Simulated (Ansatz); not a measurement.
# HfB2 (P6/mmm): seeking the equilibrium cell, part 2 of 2

Aim: the volume at which the pressure of HfB2 (P6/mmm) vanishes.

Ansatz 0.2.0; DFT r²SCAN, scalar-relativistic, plane waves, PAW. Earlier steps stand in the parts before.

## (4) A new volume, run 3

The input, input.yaml:

```yaml
crystal:
  lattice:
    - [3.1298314367, 0.0, 0.0]
    - [-1.5649157183, 2.7105135337, 0.0]
    - [0.0, 0.0, 3.4757385562]
  atoms:
    - { symbol: Hf, position: [0.0, 0.0, 0.0] }
    - { symbol: B, position: [0.3333333333, 0.6666666667, 0.5] }
    - { symbol: B, position: [0.6666666667, 0.3333333333, 0.5] }
basis:
  ecutwfc: 500
  ecutrho_ratio: 4
kpoints:
  mp_grid: { grid: [14, 14, 12] }
hamiltonian:
  xc: r2scan
scf:
  occupations: { method: gaussian, width: 0.05 }
output:
  forces: true
  stress: true
  eigenvalues: true
relax:
  f_tol: 0.01
  max_steps: 40
  cell: { stress_tol: 0.1, fix: [volume] }
```

Command:

```sh
> ansatz run input.yaml --threads 1 --pin off --max-ram 2560MiB --backend cpu --events-out ev --progress --plain --runs-dir out
```

Output:

```text
Warning: RAYON_NUM_THREADS=1 ignored (pool sized by the plan → 1); use --threads N
Engine: ansatz 0.2.0, x86_64-unknown-linux-gnu
Pseudopotentials: kind: paw
Pseudopotential: Hf, paw, valence charge 26, recommended cutoff 500 eV (meta_gga), Hf.paw.azcp
Pseudopotential: B, paw, valence charge 3, recommended cutoff 500 eV (meta_gga), B.paw.azcp
Functional definition: r2SCAN
  parameter k0 = 0.174
  parameter k1 = 0.065
  parameter a1 = 4.9479
  exchange = r2scan_x(k0 = k0, k1 = k1, a1 = a1)
  correlation = r2scan_c
Crystal: 3 atoms, lattice volume = 29.486 Å³
Basis set: ecut = 500 eV, 745 PW (Γ), exchange–correlation on 96×96×108 points (64 copies of the dense FFT grid, shifted against one another)
Bands: 20, of which v1, the nominal top of the filled ones, is band 16 counted from 1 (15 counted from 0)
Symmetry: 24 space group operations
Space group: P6/mmm (ITA 191), of the structure as read, at distance tolerance 3.1e-5 Å
k-points: 168 of 2352
Non-local potential: Hf, projectors of the file, l = 0: 3, l = 1: 2, l = 2: 2, l = 3: 3
Non-local potential: B, projectors of the file, l = 0: 2, l = 1: 2, l = 2: 1
PAW form: soft (Blöchl's): semilocal exchange-correlation on the pseudo side does not see the compensation charge
PAW frozen core: Hf, regenerated for the run's functional (the file was generated under x = pbe(κ = 0.804, μ = 0.2195149727645171), c = pbe(β = 0.06672455060314922))
PAW frozen core: B, regenerated for the run's functional (the file was generated under x = pbe(κ = 0.804, μ = 0.2195149727645171), c = pbe(β = 0.06672455060314922))
PAW one-centre angular grid: Hf, 974 points (default); XC on 160 Gauss nodes
PAW one-centre angular grid: B, 302 points (default); XC on 160 Gauss nodes
Initial density: superposition of atomic densities (neutral atoms: chi_scale 0, normalization atom), corrected by the library's trained network
Initial wavefunctions: pseudopotential atomic-orbital guess
Functional: x = r2scan, c = r2scan; τ floored in thin density (d = 2e-4 eV/Å³)
SCF iter   1: F=—  HF=-16049.323651 eV  |F-HF|=—  |Δ(HF+E_count)|=         —  Δρ=8.38e-3  dr2=2.34e-2  dr2_τ=2.62e-1  ethr=1.77e-3  ⟨swp⟩=5.2  Hψ=13604  notcnv=0
preconditioner: auto → none  [metal: Δε(μ)=0.043 eV  Ē_g=18.399 eV  σ=0.050 eV  W_gap=0.45  n_scr=8 (ndim 8)  ℏωp=37.5 eV  f_vac=0.000  D(μ)=0.33/eV (n_scr^D=0)  sad-step TF]
SCF iter   2: F=—  HF=-16049.379739 eV  |F-HF|=—  |Δ(HF+E_count)|=   5.61e-2  Δρ=3.95e-3  dr2=3.02e-3  dr2_τ=9.00e-4  ethr=7.32e-5  ⟨swp⟩=2.0  Hψ=8058  notcnv=0  defer=6
SCF iter   3: F=—  HF=-16049.378691 eV  |F-HF|=—  |Δ(HF+E_count)|=   1.05e-3  Δρ=2.42e-3  dr2=9.22e-4  dr2_τ=7.14e-5  ethr=9.44e-6  ⟨swp⟩=2.0  Hψ=5368  notcnv=0  defer=6
SCF iter   4: F=—  HF=-16049.379002 eV  |F-HF|=—  |Δ(HF+E_count)|=   3.11e-4  Δρ=1.23e-3  dr2=2.02e-4  dr2_τ=2.21e-5  ethr=2.88e-6  ⟨swp⟩=2.4  Hψ=4721  notcnv=0  defer=6
SCF iter   5: F=—  HF=-16049.379153 eV  |F-HF|=—  |Δ(HF+E_count)|=   1.52e-4  Δρ=9.01e-5  dr2=1.05e-6  dr2_τ=9.16e-8  ethr=6.32e-7  ⟨swp⟩=2.0  Hψ=5807  notcnv=0  defer=6
SCF iter   6: F=—  HF=-16049.379157 eV  |F-HF|=—  |Δ(HF+E_count)|=   3.53e-6  Δρ=2.17e-5  dr2=8.09e-8  dr2_τ=6.56e-9  ethr=3.13e-10  ⟨swp⟩=6.1  Hψ=16445  notcnv=0
SCF iter   7: F=-16049.379157 eV  HF=-16049.379157 eV  |F-HF|=3.60e-9  |Δ(HF+E_count)|=   1.89e-7  Δρ=3.35e-6  dr2=2.22e-9  dr2_τ=7.17e-11  ethr=2.53e-10  ⟨swp⟩=2.3  Hψ=12658  notcnv=0
SCF 1 converged in 7 iterations: F = -16049.379157 eV  dr2 = 2.22e-9
relax step   1: F+E_penalty+E_count = -16049.37915697 eV  Δ(F+E_penalty+E_count) = +0.000e0 eV  max|allowed force component| = 1.110e-16 eV/Å  Δτ_max = 0.0000 Å  P = +1.398 GPa  Ω = 29.486 Å³  fix = [volume]  reactions: volume +1.398 GPa  (7 SCF iters, dr2 threshold 1.00e-7 eV, accepted)
Initial density: handed on by an earlier stage of this run
Initial wavefunctions: those handed on with the density
iter 1 solved again at ethr=3.75e-8 eV; its pass at ethr=3.10e-3 eV (dr2=1.20e-5 eV) is discarded
SCF iter   1: F=—  HF=-16049.379167 eV  |F-HF|=—  |Δ(HF+E_count)|=         —  Δρ=2.13e-4  dr2=1.27e-5  dr2_τ=3.28e-5  ethr=3.75e-8  ⟨swp⟩=2.2  Hψ=18292  notcnv=0
preconditioner: auto → none  [metal: Δε(μ)=0.050 eV  Ē_g=18.206 eV  σ=0.050 eV  W_gap=0.49  n_scr=8 (ndim 8)  ℏωp=37.5 eV  f_vac=0.000  D(μ)=0.27/eV (n_scr^D=0)]
SCF iter   2: F=—  HF=-16049.379185 eV  |F-HF|=—  |Δ(HF+E_count)|=   1.86e-5  Δρ=6.37e-5  dr2=7.41e-7  dr2_τ=1.72e-7  ethr=3.75e-8  ⟨swp⟩=2.0  Hψ=5962  notcnv=0
SCF iter   3: F=-16049.379185 eV  HF=-16049.379185 eV  |F-HF|=1.53e-7  |Δ(HF+E_count)|=   9.95e-8  Δρ=2.83e-5  dr2=1.71e-7  dr2_τ=3.20e-8  ethr=7.08e-10  ⟨swp⟩=5.5  Hψ=15565  notcnv=0
SCF 2 converged in 3 iterations: F = -16049.379185 eV  dr2 = 1.71e-7
relax step   2: F+E_penalty+E_count = -16049.37918524 eV  Δ(F+E_penalty+E_count) = -2.827e-5 eV  max|allowed force component| = 4.934e-17 eV/Å  Δτ_max = 0.0000 Å  P = +1.361 GPa  Ω = 29.486 Å³  energy of the carried Pulay correction = +1.827e-6 eV  fix = [volume]  reactions: volume +1.361 GPa  (3 SCF iters, dr2 threshold 2.27e-7 eV, accepted)
iter 1 solved again at ethr=1.66e-9 eV; its pass at ethr=3.10e-3 eV (dr2=5.32e-7 eV) is discarded
SCF iter   1: F=—  HF=-16049.379189 eV  |F-HF|=—  |Δ(HF+E_count)|=         —  Δρ=4.32e-5  dr2=5.85e-7  dr2_τ=2.99e-6  ethr=1.66e-9  ⟨swp⟩=2.7  Hψ=18551  notcnv=0
preconditioner: auto → none  [metal: Δε(μ)=0.051 eV  Ē_g=18.206 eV  σ=0.050 eV  W_gap=0.49  n_scr=8 (ndim 8)  ℏωp=37.5 eV  f_vac=0.000  D(μ)=0.27/eV (n_scr^D=0)]
SCF iter   2: F=-16049.379191 eV  HF=-16049.379191 eV  |F-HF|=4.88e-9  |Δ(HF+E_count)|=   1.98e-6  Δρ=8.03e-6  dr2=1.72e-8  dr2_τ=4.61e-9  ethr=1.29e-10  ⟨swp⟩=3.3  Hψ=15798  notcnv=0
SCF 3 converged in 2 iterations: F = -16049.379191 eV  dr2 = 1.72e-8
relax step   3: F+E_penalty+E_count = -16049.37919085 eV  Δ(F+E_penalty+E_count) = -5.612e-6 eV  max|allowed force component| = 2.899e-16 eV/Å  Δτ_max = 0.0000 Å  P = +1.371 GPa  Ω = 29.486 Å³  energy of the carried Pulay correction = +1.281e-6 eV  fix = [volume]  reactions: volume +1.371 GPa  (2 SCF iters, dr2 threshold 4.12e-8 eV, accepted)
Initial wavefunctions: pseudopotential atomic-orbital guess (no wavefunctions were taken with the density)
iter 1 solved again at ethr=7.28e-9 eV; its pass at ethr=3.10e-3 eV (dr2=2.33e-6 eV) is discarded
SCF iter   1: F=—  HF=-16049.379190 eV  |F-HF|=—  |Δ(HF+E_count)|=         —  Δρ=8.05e-6  dr2=1.71e-8  dr2_τ=4.48e-9  ethr=7.28e-9  ⟨swp⟩=3.8  Hψ=24205  notcnv=0
preconditioner: auto → none  [metal: Δε(μ)=0.051 eV  Ē_g=18.205 eV  σ=0.050 eV  W_gap=0.49  n_scr=8 (ndim 8)  ℏωp=37.5 eV  f_vac=0.000  D(μ)=0.27/eV (n_scr^D=0)]
SCF iter   2: F=—  HF=-16049.379190 eV  |F-HF|=—  |Δ(HF+E_count)|=   3.19e-9  Δρ=3.57e-6  dr2=2.98e-9  dr2_τ=2.97e-10  ethr=5.36e-11  ⟨swp⟩=2.0  Hψ=6031  notcnv=0
SCF iter   3: F=—  HF=-16049.379190 eV  |F-HF|=—  |Δ(HF+E_count)|=  4.15e-10  Δρ=1.46e-6  dr2=5.09e-10  dr2_τ=7.29e-11  ethr=9.32e-12  ⟨swp⟩=2.0  Hψ=6030  notcnv=0
SCF iter   4: F=-16049.379190 eV  HF=-16049.379190 eV  |F-HF|=1.09e-11  |Δ(HF+E_count)|=  1.31e-10  Δρ=2.98e-7  dr2=9.09e-12  dr2_τ=7.75e-13  ethr=1.00e-12  ⟨swp⟩=4.6  Hψ=12743  notcnv=0
SCF 4 converged in 4 iterations: F = -16049.379190 eV  dr2 = 9.09e-12
relax step   4: F+E_penalty+E_count = -16049.37919011 eV  Δ(F+E_penalty+E_count) = +7.414e-7 eV  max|allowed force component| = 2.467e-16 eV/Å  Δτ_max = 0.0000 Å  P = +1.370 GPa  Ω = 29.486 Å³  fix = [volume]  reactions: volume +1.370 GPa  stress off target by 6.07e-4 GPa on what of the cell is left free  SCF on the basis re-selected at this cell (its energy is not comparable with the rows above)  (4 SCF iters)
basis re-selected at this cell: Δ(F+E_penalty+E_count) = +7.414e-7 eV, ΔP = -0.000 GPa vs the last step (what re-selecting the basis moved, of the pressure what is left beyond the Pulay correction that the steps carried, after the strain that the cell walked since its last selection, with what the two solves' SCF thresholds leave and, on support functions, any second-order correction that the steps lacked; it is no measure of the basis error at this ecutwfc). This SCF's stress stands 6.07e-4 GPa from its target on what of the cell is left free (relax.cell.stress_tol is 1.00e-1 GPa) and its largest allowed force component is 2.47e-16 eV/Å (relax.f_tol is 1.00e-2 eV/Å): within both
SCF converged after 4 iterations
Free energy (F): -16049.379190 eV
Harris-Foulkes:  -16049.379190 eV  (|F-HF|=1.09e-11)
Internal energy: -16049.378856 eV  (E = F + TS)
E sigma→0 (E₀):  -16049.379023 eV
Entropy (-TS):   -0.000334 eV (-0.111 meV/atom)
Fermi energy:    20.751217 eV
--- Per-component energies (eV) ---
  E_band       = 116.276385
  E_kinetic    = 526.694451
  E_local      = -5259.253917  (includes V_loc(G=0)·N_el)
  E_nonlocal   = -1226.480388
  E_hartree    = 2511.511451
  E_xc         = -348.992878
  E_vxc        = -379.876070  (∫ρ·V_xc dr)
  E_paw        = -7113.139068  (= ΣΔE_a)
  E_vpaw       = 1413.784531  (= ΣTr[D̂ρ^β])
  E_aug_tail   = -0.000004  (compensation charges beyond the density's cutoff)
  E_vtau       = 18.384958  (kinetic-family band-sum trace: ∫τ·v_τ [+ j·A + Jᵃ·Aᵃ] dr)
  E_ewald      = -5140.003140
  E_core_change = 0.284638  (= ΣΔE_core)
  E_smearing   = -0.000334  (= −TS)
  E_closure    = 0.000000  (closes the sum)
  Σ components = -16049.379190   (vs F -16049.379190, Δ=0.00e0)
--- Forces (eV/Å), atoms counted from 1 ---
  atom   1  Hf     0.00000000     0.00000000     0.00000000
  atom   2  B     -0.00000000    -0.00000000     0.00000000
  atom   3  B      0.00000000     0.00000000     0.00000000
  max |Σ_I F_I| component: 3.70e-17 eV/Å
--- Stress (GPa, compression-positive) ---
        1.370179       0.000000       0.000000
        0.000000       1.370179       0.000000
        0.000000       0.000000       1.371090
  P = ⅓ Tr σ = 1.3705 GPa (13.705 kbar)
--- Band table (eV; the first three rows and the last of 168) ---
  k-point 0: bands = ["-42.8995", "-11.1222", "-10.6093", "-10.6093", "6.0005", "8.6558", "8.6818", "8.6950", "8.6950", "8.7000", "8.7000", "8.8012", "17.5761", "17.6420", "17.6420", "17.7007", "24.9729", "24.9729", "25.6669", "25.6669"]
  k-point 1: bands = ["-42.8990", "-11.1426", "-10.6078", "-10.6078", "6.1146", "8.6548", "8.6818", "8.6965", "8.6965", "8.6984", "8.6984", "8.8012", "16.4894", "17.7175", "17.7175", "18.7513", "24.0873", "24.0873", "25.4109", "25.4109"]
  k-point 2: bands = ["-42.8976", "-11.1978", "-10.6038", "-10.6038", "6.4445", "8.6526", "8.6817", "8.6939", "8.6939", "8.7007", "8.7007", "8.8013", "15.3186", "17.9406", "17.9406", "19.8374", "23.0395", "23.0395", "24.7401", "24.7401"]
  k-point 167: bands = ["-42.8311", "-11.1986", "-11.1898", "-11.0694", "8.6580", "8.6713", "8.6890", "8.6896", "8.6943", "8.7170", "8.7729", "10.5933", "11.3156", "14.8322", "17.1320", "17.3206", "25.5544", "26.6433", "27.6814", "28.1000"]
--- Relaxed structure (3 steps of the walk, 3 accepted, 1 SCFs on fresh bases) ---
  F+E_penalty+E_count = -16049.37919011 eV   max|allowed force component| = 2.467e-16 eV/Å   (the final SCF, on the basis selected at the relaxed cell)
  cell:  # Å, volume = 29.4863 Å³
    - [3.1310634880625203, -2.8878738436100757e-11, 0.0]
    - [-1.5655317440062502, 2.7115805215384965, 0.0]
    - [0.0, 0.0, 3.4730037371800124]
  atoms:
    - { symbol: Hf, position: [3.4469315125013286e-35, 5.526426980225584e-35, 0.0] }
    - { symbol: B, position: [0.3333333333333333, 0.6666666666666665, 0.49999999999999994] }
    - { symbol: B, position: [0.6666666666666665, 0.33333333333333326, 0.49999999999999994] }
```

Run time: 31 s. Hardware: 1 thread of Intel Xeon at 2.60GHz (Ice Lake), shared host; peak memory 0.54 GiB.

Relaxation path:

| step | energy from step 1 (meV/atom) | largest force component (eV/Å) | pressure (GPa) | volume (Å³/atom) |
| --- | --- | --- | --- | --- |
| 1 | 0.0 | 0.000 | 1.40 | 9.829 |
| 2 | 0.0 | 0.000 | 1.36 | 9.829 |
| 3 | 0.0 | 0.000 | 1.37 | 9.829 |
| 4 | 0.0 | 0.000 | 1.37 | 9.829 |

Step 1 is the start. Step 4 repeats the geometry before it on a plane-wave basis chosen anew for the final cell, which leaves the energy as it was.

In short: volume 9.829 Å³/atom, pressure 1.37 GPa, no gap.

## (5) Next volume, run 4

Edit input.yaml of step 4 so:

```diff
@@ -2,5 +2,5 @@
   lattice:
-    - [3.1298314367, 0.0, 0.0]
-    - [-1.5649157183, 2.7105135337, 0.0]
-    - [0.0, 0.0, 3.4757385562]
+    - [3.136602625, 0.0, 0.0]
+    - [-1.5683013125, 2.7163775548, 0.0]
+    - [0.0, 0.0, 3.4791477976]
   atoms:
```

Command:

```sh
> ansatz run input.yaml --threads 1 --pin off --max-ram 2560MiB --backend cpu --events-out ev --progress --plain --runs-dir out
```

Output (excerpt; [...] marks lines left out):

```text
Warning: RAYON_NUM_THREADS=1 ignored (pool sized by the plan → 1); use --threads N
[...]
[... 4 set-up lines as earlier in the session ...]
[...]
Crystal: 3 atoms, lattice volume = 29.643 Å³
Basis set: ecut = 500 eV, 769 PW (Γ), exchange–correlation on 96×96×108 points (64 copies of the dense FFT grid, shifted against one another)
Bands: 20, of which v1, the nominal top of the filled ones, is band 16 counted from 1 (15 counted from 0)
[... 2 set-up lines as earlier in the session ...]
k-points: 168 of 2352
[...]
        0.000000      -0.000000      -0.044853
  P = ⅓ Tr σ = 0.0080 GPa (0.080 kbar)
--- Band table (eV; the first three rows and the last of 168) ---
  k-point 0: bands = ["-43.0295", "-11.2483", "-10.7409", "-10.7409", "5.9218", "8.5248", "8.5512", "8.5635", "8.5635", "8.5686", "8.5686", "8.6688", "17.4766", "17.5492", "17.5492", "17.5824", "24.8376", "24.8376", "25.5217", "25.5217"]
[...]
--- Relaxed structure (2 steps of the walk, 2 accepted, 1 SCFs on fresh bases) ---
  F+E_penalty+E_count = -16049.37985658 eV   max|allowed force component| = 2.313e-16 eV/Å   (the final SCF, on the basis selected at the relaxed cell)
  cell:  # Å, volume = 29.6430 Å³
    - [3.1358835078237925, 0.0, -1.3309392113560552e-20]
    - [-1.5679417539118963, 2.7157547810840614, 6.654696056780276e-21]
    - [-1.4762897247629112e-20, 0.0, 3.480743648815467]
  atoms:
    - { symbol: Hf, position: [-1.473700989963708e-34, -8.665637706739633e-35, 0.0] }
    - { symbol: B, position: [0.33333333333333337, 0.6666666666666667, 0.5] }
    - { symbol: B, position: [0.6666666666666665, 0.33333333333333337, 0.5] }
```

Wall time 25 s (1 thread of Intel Xeon at 2.60GHz (Ice Lake), shared host); peak memory 0.54 GiB.

Relaxation path:

| step | energy from step 1 (meV/atom) | largest force component (eV/Å) | pressure (GPa) | volume (Å³/atom) |
| --- | --- | --- | --- | --- |
| 1 | 0.0 | 0.000 | -0.01 | 9.881 |
| 2 | 0.0 | 0.000 | 0.01 | 9.881 |
| 3 | 0.0 | 0.000 | 0.01 | 9.881 |

Step 1 is the start. Step 3 repeats the geometry before it on a plane-wave basis chosen anew for the final cell, which leaves the energy as it was.

This gives: volume 9.881 Å³/atom, pressure 0.01 GPa, a metal on this mesh.

## (6) The runs together

| run | functional | volume (Å³/atom) | pressure (GPa) | energy from the first of its functional (meV/atom) | k mesh |
| --- | --- | --- | --- | --- | --- |
| 1 | PBE | 9.958 | -0.02 | 0.0 | 8×8×6 |
| 2 | r2SCAN | 9.958 | -1.95 | 0.0 | 14×14×12 |
| 3 | r2SCAN | 9.829 | 1.37 | -0.2 | 14×14×12 |
| 4 | r2SCAN | 9.881 | 0.01 | -0.5 | 14×14×12 |

The functional changes along the chain: a cheaper one finds the volume first.

## (7) Summary of results

What follows sums up all 2 parts. Changes of volume or cell count from the first structure of part 1.

```
         quantity                                                                       value
           volume                                                               9.881 Å³/atom
         pressure                                                                    0.01 GPa
conventional cell  a = 3.136 Å, b = 3.136 Å, c = 3.481 Å, α = 90.00°, β = 90.00°, γ = 120.00°
  gap on the mesh                                                                none (metal)
```

What this shows: The volume went from 9.90 to 9.88 Å³/atom (-0.2 %), where 0.01 GPa is left. Spin–orbit coupling is left out, though the cell holds Hf; in elements this heavy it can shift levels and gaps by tenths of an eV.
